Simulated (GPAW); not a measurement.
# TePb (Fm-3m) in GPAW: settings compared

Aim: see how the results for TePb move with the level of theory and the settings. Levels: mBEEF, rSCAN, MS2. Tasks: band structure.

Everything below comes from runs of GPAW 26.7.0. Logs are shortened: lines on timing, memory, paths and dates and some standing lists are left out, and cuts for length are marked. The log counts tension as positive stress, the text compression.

**Measured values to compare with.**

From a printed reference work, monograph, for a bulk crystal of TePb at 4.2 K: band gap 0.19 eV (direct).

The runs below are set against these values where they give the same quantity.

### 1 Starting point

It takes space group Fm-3m (No. 225, cubic). Conventional cell: a = 6.462 Å, b = 6.462 Å, c = 6.462 Å, α = 90.00°, β = 90.00°, γ = 90.00°. Pb (site symmetry m-3m) has 6 Te at 3.23 Å as nearest neighbours. Te (site symmetry m-3m) is surrounded by 6 Pb at 3.23 Å.

### 2 Band structure, mBEEF, spin-orbit coupling, no magnetisation

run.py reads:

```python
import numpy as np
import spglib
from ase import Atoms
from ase.dft.bandgap import bandgap
from ase.io import read, write
from ase.units import GPa
from gpaw import GPAW, PW
from gpaw.spinorbit import soc_eigenstates

atoms = read('TePb.cif')
cell, positions, numbers = spglib.find_primitive(
    (atoms.cell[:], atoms.get_scaled_positions(), atoms.numbers), symprec=1e-4)
atoms = Atoms(numbers, cell=cell, scaled_positions=positions, pbc=True)

calc = GPAW(mode=PW(600),
            xc='mBEEF',
            kpts={'size': (6, 6, 6), 'gamma': True},
            occupations={'name': 'fermi-dirac', 'width': 0.05},
            nbands=19,
            convergence={'density': 1e-05, 'energy': 1e-05},
            maxiter=150,
            txt='gpaw.txt')
atoms.calc = calc
energy = atoms.get_potential_energy()
forces = atoms.get_forces()
stress = atoms.get_stress()
calc.write('gs.gpw')
write('result.traj', atoms)
print(f'Energy: {energy:.6f} eV')
print('Forces (eV/A):')
print(forces.round(4))
print('Stress (GPa):', (stress / GPa).round(3))
print('Fermi level:', round(calc.get_fermi_level(), 4), 'eV')
print(f'Gap: {bandgap(calc)[0]:.4f} eV, direct: {bandgap(calc, direct=True)[0]:.4f} eV')

path = atoms.cell.bandpath('GXWKGLUWLK,UX', npoints=80, eps=1e-4)
bs_calc = calc.fixed_density(kpts=path, symmetry='off', nbands=32,
                             convergence={'bands': 'CBM+6.0', 'eigenstates': 1e-6}, txt='bands.txt')
bs = bs_calc.band_structure()
bs.write('bs.json')
print(f'Gap on the path: {bandgap(bs_calc)[0]:.4f} eV')

soc = soc_eigenstates(bs_calc, theta=0, phi=0, ignore_xc_potential=True)
np.savetxt('soc_bands.dat', soc.eigenvalues(), fmt='%.4f')
mesh = soc_eigenstates('gs.gpw', theta=0, phi=0, ignore_xc_potential=True)
np.savetxt('soc_mesh.dat', mesh.eigenvalues(), fmt='%.4f')
print('Fermi level with spin-orbit coupling:', round(mesh.fermi_level, 4), 'eV')
```

TePb.cif reads:

```cif
data_TePb
_cell_length_a 6.46200000
_cell_length_b 6.46200000
_cell_length_c 6.46200000
_cell_angle_alpha 90.00000000
_cell_angle_beta 90.00000000
_cell_angle_gamma 90.00000000
_space_group_name_H-M_alt 'Fm-3m'
_space_group_name_Hall '-F 4 2 3'
_space_group_IT_number 225
loop_
_space_group_symop_operation_xyz
'x,y,z'
'-x,-y,-z'
'-y,x,z'
'y,-x,-z'
'-x,-y,z'
'x,y,-z'
'y,-x,z'
'-y,x,-z'
'x,-y,-z'
'-x,y,z'
'-y,-x,-z'
'y,x,z'
'-x,y,-z'
'x,-y,z'
'y,x,-z'
'-y,-x,z'
'z,x,y'
'-z,-x,-y'
'z,-y,x'
'-z,y,-x'
'z,-x,-y'
'-z,x,y'
'z,y,-x'
'-z,-y,x'
'-z,x,-y'
'z,-x,y'
'-z,-y,-x'
'z,y,x'
'-z,-x,y'
'z,x,-y'
'-z,y,x'
'z,-y,-x'
'y,z,x'
'-y,-z,-x'
'x,z,-y'
'-x,-z,y'
'-y,z,-x'
'y,-z,x'
'-x,z,y'
'x,-z,-y'
'-y,-z,x'
'y,z,-x'
'-x,-z,-y'
'x,z,y'
'y,-z,-x'
'-y,z,x'
'x,-z,y'
'-x,z,-y'
'x,y+1/2,z+1/2'
'-x,-y+1/2,-z+1/2'
'-y,x+1/2,z+1/2'
[... 62 lines left out ...]
'-z+1/2,-x,-y+1/2'
'z+1/2,-y,x+1/2'
'-z+1/2,y,-x+1/2'
'z+1/2,-x,-y+1/2'
'-z+1/2,x,y+1/2'
'z+1/2,y,-x+1/2'
'-z+1/2,-y,x+1/2'
'-z+1/2,x,-y+1/2'
'z+1/2,-x,y+1/2'
'-z+1/2,-y,-x+1/2'
'z+1/2,y,x+1/2'
'-z+1/2,-x,y+1/2'
'z+1/2,x,-y+1/2'
'-z+1/2,y,x+1/2'
'z+1/2,-y,-x+1/2'
'y+1/2,z,x+1/2'
'-y+1/2,-z,-x+1/2'
'x+1/2,z,-y+1/2'
'-x+1/2,-z,y+1/2'
'-y+1/2,z,-x+1/2'
'y+1/2,-z,x+1/2'
'-x+1/2,z,y+1/2'
'x+1/2,-z,-y+1/2'
'-y+1/2,-z,x+1/2'
'y+1/2,z,-x+1/2'
'-x+1/2,-z,-y+1/2'
'x+1/2,z,y+1/2'
'y+1/2,-z,-x+1/2'
'-y+1/2,z,x+1/2'
'x+1/2,-z,y+1/2'
'-x+1/2,z,-y+1/2'
'x+1/2,y+1/2,z'
'-x+1/2,-y+1/2,-z'
'-y+1/2,x+1/2,z'
'y+1/2,-x+1/2,-z'
'-x+1/2,-y+1/2,z'
'x+1/2,y+1/2,-z'
'y+1/2,-x+1/2,z'
'-y+1/2,x+1/2,-z'
'x+1/2,-y+1/2,-z'
'-x+1/2,y+1/2,z'
'-y+1/2,-x+1/2,-z'
'y+1/2,x+1/2,z'
'-x+1/2,y+1/2,-z'
'x+1/2,-y+1/2,z'
'y+1/2,x+1/2,-z'
'-y+1/2,-x+1/2,z'
'z+1/2,x+1/2,y'
'-z+1/2,-x+1/2,-y'
'z+1/2,-y+1/2,x'
'-z+1/2,y+1/2,-x'
'z+1/2,-x+1/2,-y'
'-z+1/2,x+1/2,y'
'z+1/2,y+1/2,-x'
'-z+1/2,-y+1/2,x'
'-z+1/2,x+1/2,-y'
'z+1/2,-x+1/2,y'
'-z+1/2,-y+1/2,-x'
'z+1/2,y+1/2,x'
'-z+1/2,-x+1/2,y'
'z+1/2,x+1/2,-y'
'-z+1/2,y+1/2,x'
'z+1/2,-y+1/2,-x'
'y+1/2,z+1/2,x'
'-y+1/2,-z+1/2,-x'
'x+1/2,z+1/2,-y'
'-x+1/2,-z+1/2,y'
'-y+1/2,z+1/2,-x'
'y+1/2,-z+1/2,x'
'-x+1/2,z+1/2,y'
'x+1/2,-z+1/2,-y'
'-y+1/2,-z+1/2,x'
'y+1/2,z+1/2,-x'
'-x+1/2,-z+1/2,-y'
'x+1/2,z+1/2,y'
'y+1/2,-z+1/2,-x'
'-y+1/2,z+1/2,x'
'x+1/2,-z+1/2,y'
'-x+1/2,z+1/2,-y'
loop_
_atom_site_label
_atom_site_type_symbol
_atom_site_symmetry_multiplicity
_atom_site_Wyckoff_symbol
_atom_site_fract_x
_atom_site_fract_y
_atom_site_fract_z
_atom_site_occupancy
Pb1 Pb 4 a 0.0000000000 0.0000000000 0.0000000000 1
Te1 Te 4 b 0.5000000000 0.0000000000 0.0000000000 1
```

Potentials or basis: GPAW PAW data sets (gpaw-data 1.2.1), pw.

Run with:

```
$ OMP_NUM_THREADS=1 python run.py
```

gpaw.txt:

```text
__  _  _
 | _ |_)|_||  |
 |__||  | ||/\| - 26.7.0

Input parameters:
  mode=PW(ecut=600.0),
  convergence={'density': 1e-05, 'energy': 1e-05},
  kpts=MonkhorstPack(size=(6, 6, 6), gamma=True),
  maxiter=150,
  nbands=19,
  occupations=Occupations(name='fermi-dirac', width=0.05),
  xc=XC(name='mBEEF')

Diagonalizing LCAO Hamiltonian
Converting LCAO to pw mode

                 Te

       Pb

Atoms  # Å, Bohr magnetons
|   | symbol |        x |        y |        z |    initial magnetic moments |
|---|--------|----------|----------|----------|-----------------------------|
| 0 |     Pb | 0.000000 | 0.000000 | 0.000000 | ( 0.0000,  0.0000,  0.0000) |
| 1 |     Te | 3.231000 | 3.231000 | 3.231000 | ( 0.0000,  0.0000,  0.0000) |

Unit cell  # Å
| periodic |        x |        y |        z |  lengths |    angles |
|----------|----------|----------|----------|----------|-----------|
|      yes | 0.000000 | 3.231000 | 3.231000 | 4.569324 | 60.000000 |
|      yes | 3.231000 | 0.000000 | 3.231000 | 4.569324 | 60.000000 |
|      yes | 3.231000 | 3.231000 | 0.000000 | 4.569324 | 60.000000 |

Number of symmetries: 48
Symmetry operations  # r_c * U_cc + t_c -> r_c
|    | kind |            matrix            |
|----|------|------------------------------|
|  0 |  σ   |  1, 0, 0,  1, 0,-1,  1,-1, 0 |
|  1 |  C2  |  1, 0, 0,  1,-1, 0,  1, 0,-1 |
|  2 |  E   |  1, 0, 0,  0, 1, 0,  0, 0, 1 |
|  3 |  σ   |  1, 0, 0,  0, 0, 1,  0, 1, 0 |
|  4 |  C4  |  1, 0,-1,  1, 0, 0,  1,-1, 0 |
|  5 |  S6  |  1, 0,-1,  1,-1, 0,  1, 0, 0 |
|  6 |  σ   |  1, 0,-1,  0, 1,-1,  0, 0,-1 |
|  7 |  C3  |  1, 0,-1,  0, 0,-1,  0, 1,-1 |
|  8 |  S6  |  1,-1, 0,  1, 0, 0,  1, 0,-1 |
|  9 |  C4  |  1,-1, 0,  1, 0,-1,  1, 0, 0 |
| 10 |  C3  |  1,-1, 0,  0,-1, 1,  0,-1, 0 |
| 11 |  σ   |  1,-1, 0,  0,-1, 0,  0,-1, 1 |
| 12 |  σ   |  0, 1, 0,  1, 0, 0,  0, 0, 1 |
| 13 |  C4  |  0, 1, 0,  0, 1,-1, -1, 1, 0 |
| 14 |  C3  |  0, 1, 0,  0, 0, 1,  1, 0, 0 |
| 15 |  S6  |  0, 1, 0, -1, 1, 0,  0, 1,-1 |
| 16 |  C2  |  0, 1,-1,  1, 0,-1,  0, 0,-1 |
| 17 |  σ   |  0, 1,-1,  0, 1, 0, -1, 1, 0 |
| 18 |  S4  |  0, 1,-1,  0, 0,-1,  1, 0,-1 |
| 19 |  C4  |  0, 1,-1, -1, 1, 0,  0, 1, 0 |
| 20 |  C3  |  0, 0, 1,  1, 0, 0,  0, 1, 0 |
| 21 |  σ   |  0, 0, 1,  0, 1, 0,  1, 0, 0 |
| 22 |  S6  |  0, 0, 1,  0,-1, 1, -1, 0, 1 |
| 23 |  C4  |  0, 0, 1, -1, 0, 1,  0,-1, 1 |
| 24 |  S4  |  0, 0,-1,  1, 0,-1,  0, 1,-1 |
| 25 |  C3  |  0, 0,-1,  0, 1,-1,  1, 0,-1 |
| 26 |  C2  |  0, 0,-1,  0,-1, 0, -1, 0, 0 |
| 27 |  S6  |  0, 0,-1, -1, 0, 0,  0,-1, 0 |
| 28 |  S4  |  0,-1, 1,  1,-1, 0,  0,-1, 0 |
| 29 |  C4  |  0,-1, 1,  0, 0, 1, -1, 0, 1 |
| 30 |  C2  |  0,-1, 1,  0,-1, 0,  1,-1, 0 |
| 31 |  σ   |  0,-1, 1, -1, 0, 1,  0, 0, 1 |
| 32 |  C3  |  0,-1, 0,  1,-1, 0,  0,-1, 1 |
| 33 |  S6  |  0,-1, 0,  0, 0,-1, -1, 0, 0 |
| 34 |  S4  |  0,-1, 0,  0,-1, 1,  1,-1, 0 |
| 35 |  C2  |  0,-1, 0, -1, 0, 0,  0, 0,-1 |
| 36 |  C2  | -1, 1, 0,  0, 1, 0,  0, 1,-1 |
| 37 |  S6  | -1, 1, 0,  0, 1,-1,  0, 1, 0 |
| 38 |  S4  | -1, 1, 0, -1, 0, 1, -1, 0, 0 |
| 39 |  C3  | -1, 1, 0, -1, 0, 0, -1, 0, 1 |
| 40 |  S6  | -1, 0, 1,  0, 0, 1,  0,-1, 1 |
| 41 |  C2  | -1, 0, 1,  0,-1, 1,  0, 0, 1 |
| 42 |  C3  | -1, 0, 1, -1, 1, 0, -1, 0, 0 |
| 43 |  S4  | -1, 0, 1, -1, 0, 0, -1, 1, 0 |
| 44 |  C2  | -1, 0, 0,  0, 0,-1,  0,-1, 0 |
| 45 |  i   | -1, 0, 0,  0,-1, 0,  0, 0,-1 |
| 46 |  σ   | -1, 0, 0, -1, 1, 0, -1, 0, 1 |
| 47 |  C2  | -1, 0, 0, -1, 0, 1, -1, 1, 0 |

BZ-sampling:
[... 82 lines left out ...]
      filter: 2.09  # [Å]
      core: 3.17  # [Å]
    projectors
    | kind |    occ | energy [eV] | rcut [Å] |
    |------|--------|-------------|----------|
    |   5s |  2.000 |     -15.089 |    1.180 |
    |   5p |  4.000 |      -5.955 |    1.196 |
    |    s |        |      12.123 |    1.180 |
    |    p |        |      21.256 |    1.196 |
    |    d |        |       0.000 |    1.238 |

    Using partial waves for Te as LCAO basis

Reference energy: -752065.146798  # eV

eigensolver:
  PPCG
  Converge bands: occupied
  niter=2

density mixing:
  MSR1-Mixer
  Pratt-step length: 0.05
  Maximum mixing coefficient: 0.75
  Old densities: 10
  SVD Regularization: 0.005
  Good broyden scale: 1.0
  Trust region scale: 1.0
  Backstep threshold: 4.0
  History deletion threshold: 6.0
  Fourier metric: weight=20.0, sigma=0.015

occupation numbers:
  Fermi-Dirac:
    width: 0.0500  # eV

poisson solver:
  ecut: 4800.0  # eV

xc functional:
  name: mBEEF with 2 nearest neighbor stencil

convergence criteria:
- Maximum integral of absolute [dens]ity change: 1e-05 electrons / valence electron
- Maximum [total energy] change in last 3 cyles: 1e-05 eV / valence electron
- Maximum integral of absolute [eigenst]ate change: 4e-08 eV^2 / valence electron
maximum number of iterations: 150

SCF iterations
|iter     | |      energy | eigst |  dens |
|---------|-|-------------|-------|-------|
|iter:   1| | -485.665950 | -0.11 |       |
|iter:   2| | -476.862079 | -0.46 | -1.44 |
|iter:   3| |-157827.854883 | +4.64 | -1.30 |
|iter:   4| | -474.825169 | +2.54 | +1.48 |
|iter:   5| | -476.555264 | +0.99 | -0.51 |
|iter:   6| | -476.849630 | -0.93 | -1.61 |
|iter:   7| | -476.763004 | -2.04 | -1.35 |
|iter:   8| | -476.785167 | -3.07 | -1.76 |
|iter:   9| | -476.792389 | -3.04 | -1.86 |
|iter:  10| | -476.795920 | -4.10 | -2.52 |
|iter:  11| | -476.796807 | -4.44 | -2.54 |
|iter:  12| | -476.797098 | -5.22 | -2.79 |
|iter:  13| | -476.797333 | -4.63 | -2.86 |
|iter:  14| | -476.797347 | -5.62 | -3.80 |
|iter:  15| | -476.797348c| -7.24 | -4.43 |
|iter:  16| | -476.797348c| -8.31c| -4.86 |
|iter:  17| | -476.797348c| -8.12c| -5.32c|

Converged in 17 steps
Energy contributions relative to reference atoms: (reference = -752065.146798)

Energy contributions:
  Kinetic:          55.542249
  Coulomb:         -52.916397
  Zero:             -0.381544
  External:          0.000000
  Xc:             -479.041652
  Entropy:          -0.000008
  Spinorbit:         0.000000
  ----------------------------
  Free energy:    -476.797352
  Extrapolated:   -476.797348

dipole moment: (-27.006023, -27.006023, -27.006023)  # |e|*Ang

Fermi level: 5.791
Eigenvalues  # (at kpt = [0.000, 0.000, 0.000])
| band index |      eig [eV] | occ [0-2] |
|------------|---------------|-----------|
|          0 |       -12.052 |     2.000 |
|        ... |               |           |
|          2 |       -12.020 |     2.000 |
|          3 |       -12.020 |     2.000 |
|          4 |       -12.020 |     2.000 |
|          5 |        -7.067 |     2.000 |
|          6 |        -0.346 |     2.000 |
|          7 |         3.765 |     2.000 |
[... 9 lines left out ...]
|         17 |        13.590 |     0.000 |
|         18 |        13.720 |     0.000 |

Gap: 0.844 eV
Transition (v -> c):
  (s=0, k=15, n=9, [0.50, 0.50, 0.50]) -> (s=0, k=15, n=10, [0.50, 0.50, 0.50])
No difference between direct/indirect transitions

Forces  # eV/Ang
|        x |        y |        z |
|----------|----------|----------|
|  0.00000 | -0.00000 | -0.00000 |  # Pb   0
| -0.00000 |  0.00000 |  0.00000 |  # Te   1

Stress tensor  # eV/Ang^3
|         x |         y |         z |
|-----------|-----------|-----------|
| -0.002470 |  0.000000 |  0.000000 |
|  0.000000 | -0.002470 | -0.000000 |
|  0.000000 | -0.000000 | -0.002470 |

# Writing to gs.gpw (mode='')
```

Wall time 3.6 min (1 thread of Intel Xeon Platinum 8488C (Sapphire Rapids), shared host); peak memory 0.5 GiB.

Results:

```yaml
Free_energy: -476.7974 eV
Pressure: 0.4 GPa
Band_gap_on_the_k_mesh: 0.27 eV, indirect (least direct gap 0.39 eV)
Band_gap_along_the_path: 0.22 eV, indirect (least direct gap 0.31 eV)
```

Levels at the corners of the path, in eV from the valence-band top:
```csv
point,band 16,band 17,band 18,band 19,band 20,band 21,band 22,band 23,band 24,band 25
Γ,-2.35,-1.03,-1.03,-1.03,-1.03,2.36,2.37,5.06,5.07,5.07
X,-4.63,-3.38,-3.38,-2.50,-2.50,3.84,3.84,4.46,4.46,6.55
W,-4.02,-3.84,-3.84,-0.34,-0.34,1.52,1.52,5.61,5.61,5.65
K,-4.25,-2.71,-2.71,-1.85,-1.85,3.04,3.04,4.41,4.41,5.59
Γ,-2.35,-1.03,-1.03,-1.03,-1.03,2.36,2.37,5.06,5.07,5.07
L,-1.31,-0.64,-0.64,-0.23,-0.23,0.24,0.24,1.59,1.59,1.98
U,-4.25,-2.71,-2.71,-1.85,-1.85,3.04,3.05,4.41,4.41,5.59
W,-4.02,-3.84,-3.84,-0.34,-0.34,1.52,1.52,5.61,5.61,5.65
L,-1.31,-0.64,-0.64,-0.23,-0.23,0.24,0.24,1.59,1.59,1.98
K,-4.25,-2.71,-2.71,-1.85,-1.85,3.04,3.04,4.41,4.41,5.59
U,-4.25,-2.71,-2.71,-1.85,-1.85,3.04,3.05,4.41,4.41,5.59
X,-4.63,-3.38,-3.38,-2.50,-2.50,3.84,3.84,4.46,4.46,6.55
```

Caveat: spin-orbit coupling was added after a scalar SCF, so levels and gaps hold it while energy, forces, pressure and moments don't; this program's spin-orbit splittings come out too wide for heavy elements; the PAW data sets were made with another functional, which shifts forces and pressure a little.

(Part 1 of 2 ends here.)
